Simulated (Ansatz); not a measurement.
# GaSb: the cost of one run

Method: DFT PBEsol, scalar-relativistic, plane waves, PAW, in Ansatz 0.2.0.

The COD entry's cell or inner coordinates are ideal or old and differ from later refinements, so a difference from it is no clean test against experiment.

2 further runs of the same task are left out: 2 set aside as unsound or not needed.

**1. Starting point**

The structure is cubic, space group F-43m (No. 216). Conventional cell: a = 6.111 Å, b = 6.111 Å, c = 6.111 Å, α = 90.00°, β = 90.00°, γ = 90.00°. Around Ga (site symmetry -43m) lie 4 Sb at 2.65 Å. Around Sb (site symmetry -43m) lie 4 Ga at 2.65 Å.

Structure file:

```
CELL_PARAMETERS angstrom
0.00000 3.05561 3.05561
3.05561 0.00000 3.05561
3.05561 3.05561 0.00000
ATOMIC_POSITIONS crystal
Ga 0.00000 0.00000 0.00000
Sb 0.75000 0.75000 0.75000
```

This cell was relaxed beforehand with the same method: volume 28.53 Å³/atom, gap on the mesh none (metal).

The bulk reference comes from a run made before at the same settings: -5075.7667 eV/atom.

**2. The (110) slab**

Miller indices refer to the conventional cell of the relaxed bulk, F-43m (No. 216): a = 6.111 Å, b = 6.111 Å, c = 6.111 Å, α = 90.00°, β = 90.00°, γ = 90.00°.

The slab is a (110) slab, 10.8 Å thick as cut, with 15 Å of vacuum; its outer planes are GaSb (top) and GaSb (bottom).

The slab as cut. Layers, bottom to top:

```csv
plane,atoms per cell,height over the lowest (Å)
1,GaSb,0.00
2,GaSb,2.16
3,GaSb,4.32
4,GaSb,6.48
5,GaSb,8.64
6,GaSb,10.80
```

**3. Single point on the unrelaxed (110) slab**

A dipole layer in the vacuum cancels the field that periodic copies would set up if the slab's two faces differ.

Input file input.yaml:

```yaml
crystal:
  lattice:
    - [4.3212908972, 0.0, 0.0]
    - [0.0, 6.1112281938, 0.0]
    - [0.0, 0.0, 25.803227243]
  atoms:
    - { symbol: Ga, position: [0.5, 0.5, 0.2906613165] }
    - { symbol: Sb, position: [0.0, 0.25, 0.2906613165] }
    - { symbol: Ga, position: [0.0, 0.0, 0.3743967899] }
    - { symbol: Sb, position: [0.5, 0.75, 0.3743967899] }
    - { symbol: Ga, position: [0.5, 0.5, 0.4581322633] }
    - { symbol: Sb, position: [0.0, 0.25, 0.4581322633] }
    - { symbol: Ga, position: [0.0, 0.0, 0.5418677367] }
    - { symbol: Sb, position: [0.5, 0.75, 0.5418677367] }
    - { symbol: Ga, position: [0.5, 0.5, 0.6256032101] }
    - { symbol: Sb, position: [0.0, 0.25, 0.6256032101] }
    - { symbol: Ga, position: [0.0, 0.0, 0.7093386835] }
    - { symbol: Sb, position: [0.5, 0.75, 0.7093386835] }
basis:
  ecutwfc: 420
kpoints:
  mp_grid: { grid: [8, 6, 1] }
hamiltonian:
  xc: pbesol
scf:
  occupations: { method: gaussian, width: 0.1 }
output:
  forces: true
  stress: true
  eigenvalues: true
  write_density: true
  write_potential: true
  elf: true
  volumetric_format: npy
efield:
  axis: 3
  dipole_correction: true
  ramp_width: 0.04
```

Command:

```console
> ansatz run input.yaml --threads 1 --pin off --max-ram 2560MiB --backend cpu --events-out ev --progress --plain --runs-dir out
```

Q: Estimate wall time and peak memory on 1 thread of Intel Xeon Platinum 8259CL at 2.50GHz (Skylake/Cascade Lake), shared host.

About 3 min, with a peak of 1.4 GiB.
